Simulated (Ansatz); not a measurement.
## TiO2: strain energy, fitted

TiO2, Pbcn, a = 4.591 Å, b = 5.559 Å, c = 4.977 Å. This isn't the usual stable structure of the compound. Ansatz: PBE+U, PAW, 420 eV, Γ-centred 6×4×6 mesh on 12 atoms, Gaussian smearing 0.02 eV; U_eff Ti 4.00 eV; no spin polarisation. Series: equal strain along all axes, cell held, atoms relaxed; x is the strain in per cent. y is the free energy over the unstrained cell, V0 = 10.585 Å³/atom.

| x (%) | y (meV/atom) |
| --- | --- |
| -2.0 | ? |
| -1.0 | 6.47 |
| 0.0 | 0.00 |
| 1.0 | 6.03 |
| 2.0 | 23.47 |

Fit y = c2 x² + c3 x³ to the other rows, turn c2 into a modulus, and predict the missing energy.

Least squares on the rows shown. y = 6.2612 x² − 0.19756 x³. In eV per unit strain² c2 is 62.61; the stiffness is B for this strain (E = 9/2 B V0 ε², shape held): 2 × 62.61 × 160.2 / (9 × 10.585) = 211 GPa. At x = -2.0 the fit asked for gives 26.63 meV/atom. The run gave 26.60 meV/atom, so the fit is 0.03 meV/atom too high, within twice the rms miss on the fitted rows (0.02 meV/atom). The form still works here, 33 % of the fitted range beyond its end.

Cost: 5 runs of about 7.8 core-minutes in all, on Arm Neoverse V2 (shared hosts).